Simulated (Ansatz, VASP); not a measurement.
# Two plane-wave programs on Hg

Contents of INCAR:

```
ALGO = Normal
EDIFF = 1E-6
ENCUT = 520
ISIF = 2
ISMEAR = -1
LASPH = T
LCHARG = F
LREAL = F
LWAVE = F
NBANDS = 12
NELM = 100
PREC = Accurate
SIGMA = 0.1
```

The input KPOINTS:

```
k-points
0
Gamma
  7 7 7
```

POSCAR

```
Hg
1.0
    1.7463233735      1.0082402698      2.1478810803
   -1.7463233735      1.0082402698      2.1478810803
    0.0000000000     -2.0164805396      2.1478810803
Hg
1
Direct
    0.0000000000      1.0000000000      0.0000000000
```

Input for Ansatz:

```yaml
crystal:
  lattice:
    - [1.7463233735, 1.0082402698, 2.1478810803]
    - [-1.7463233735, 1.0082402698, 2.1478810803]
    - [0.0, -2.0164805396, 2.1478810803]
  atoms:
    - { symbol: Hg, position: [0.0, 1.0, 0.0] }
hamiltonian:
  xc: lda
  pseudopotentials:
    kind: paw
    azcp:
      Hg: "pseudopotentials/Hg.paw.azcp"
basis:
  ecutwfc: 420
  fft_grid_basis: typed
kpoints:
  mp_grid: { grid: [7, 7, 7], shift: [0, 0, 0] }
magnetization:
  spin_polarized: false
scf:
  occupations: { method: fermi_dirac, width: 0.1 }
  lower_state_search: "off"
output:
  stress: true
```

Alike in both runs: task single point; functional LDA; k mesh 7 × 7 × 7; occupations fermi-dirac, width 0.1 eV; no spin polarisation.

```csv
,VASP,Ansatz
version,VASP 6.6.1,Ansatz 0.2.0
potentials or method,"VASP PAW LDA potentials, release 64 (Hg)","plane waves (420 eV) with PAW, scalar-relativistic"
plane-wave cutoff (eV),520,420
valence electrons in the cell,12,20
```

```csv
,VASP,Ansatz,Ansatz less VASP
pressure (GPa),1.6,0.9,-0.78
largest component of the traceless stress (GPa),1.16,0.74,-0.416
```

The two sets of potentials don't hold the same shells in valence. Ansatz warned: «pseudo_functional_mismatch».

Spin-orbit coupling is left out, which matters for the levels of Hg.
